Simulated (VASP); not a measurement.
# Mo: core levels, initial state, 5 variants

Mo, Im-3m (no. 229), 1 atom in the cell. PBE, core levels, initial state; PAW potentials Mo_sv (PBE set).

| Cell | Core level of the first element (eV) | Time (s) |
|---|---|---|
| strain = -0.02 | 217.94 | 23 |
| strain = -0.01 | 217.97 | 22 |
| as given | 218.00 | 10 |
| strain = 0.01 | 218.02 | 23 |
| strain = 0.02 | 218.03 | 28 |

Limits: Levels are depths of Mo 3d below the Fermi level, elements in the POSCAR's order.

## Input of the first row

INCAR:
```
GGA      = PE             # functional
PREC     = Accurate       # precision mode
ENCUT    = 400            # plane-wave cutoff, eV
EDIFF    = 1E-7           # SCF threshold, eV
LREAL    = F              # projectors in reciprocal space
LASPH    = T              # aspherical terms in the spheres
ALGO     = Normal         # electronic algorithm
NELM     = 120            # most SCF steps
LWAVE    = F              # write WAVECAR
LCHARG   = F              # write CHGCAR
ISMEAR   = 1              # smearing method
SIGMA    = 0.1            # smearing width, eV
KPAR     = 2            
ICORELEVEL= 1             
```

KPOINTS:
```
k-points
0
Gamma
  19 19 19
```

POSCAR:
```
Mo
1.0
   -1.5838089719      1.5838089719      1.5521327925
    1.5838089719     -1.5838089719      1.5521327925
    1.5838089719      1.5838089719     -1.5521327925
Mo
1
Direct
    0.0000000000      0.0000000000      0.0000000000
```

Commands:
```
cat potpaw_PBE.64/Mo_sv/POTCAR > POTCAR
mpirun -np 2 vasp_std > vasp.out
```

VASP 6.6.1 took 23 s on 2 cores (Intel Xeon Platinum 8259CL @ 2.50GHz (Skylake/Cascade Lake)), a shared host.
